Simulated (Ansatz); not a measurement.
A (101) slab of MoP (P-6m2 (No. 187)), 12 planes, outer planes Mo (top) and P (bottom), with 12 atoms (Mo6P6) in a surface cell of A = 13.523 Å², as cut from the bulk:

```xyz
12
Lattice="3.2068 0.0000 0.0000 -1.6034 4.2169 0.0000 0.0000 0.0000 25.7975" Properties=species:S:1:pos:R:3 pbc="T T T"
P     0.0000    3.6326    7.5000
Mo    1.6034    1.8290    7.8483
P     0.0000    1.2447    9.5898
Mo    0.0000    3.6579    9.9381
P     1.6034    3.0736   11.6797
Mo    0.0000    1.2700   12.0280
P     1.6034    0.6857   13.7695
Mo    1.6034    3.0990   14.1178
P     0.0000    2.5147   15.8594
Mo    1.6034    0.7110   16.2077
P     0.0000    0.1267   17.9492
Mo    0.0000    2.5400   18.2975
```

Theory: DFT PBEsol, scalar-relativistic, plane waves, PAW (Ansatz 0.2.0). Settings: cutoff 420 eV, Γ-centred mesh 12×8×1 on the computed 12-atom cell, Gaussian smearing of 0.10 eV; no spin polarisation. A dipole correction removes the field between periodic images along c.

Against the same 12 atoms in the bulk, the slab as cut lies 4.223 eV higher and the relaxed slab 3.816 eV higher.

Question: Work out the surface energy before and after relaxation.

Answer: The slab has two faces, so γ = (E_slab − N·E_bulk)/(2A), the mean of both. As cut: 4.223/(2 × 13.523) = 0.1561 eV/Å², and 1 eV/Å² = 16.02 J/m², so γ = 2.50 J/m². Relaxed: 3.816/(2 × 13.523) = 0.1411 eV/Å² = 2.26 J/m². Relaxation recovers 10 % of the cost of cutting.

Question: What is the ideal work of this cut, per area?

Answer: Griffith's ideal work is 2γ: 5.00 J/m² if the new faces stay rigid, 4.52 J/m² if they relax. Other cuts parallel to this plane can cost less. One thickness was run, 12 planes, so γ can still shift with it.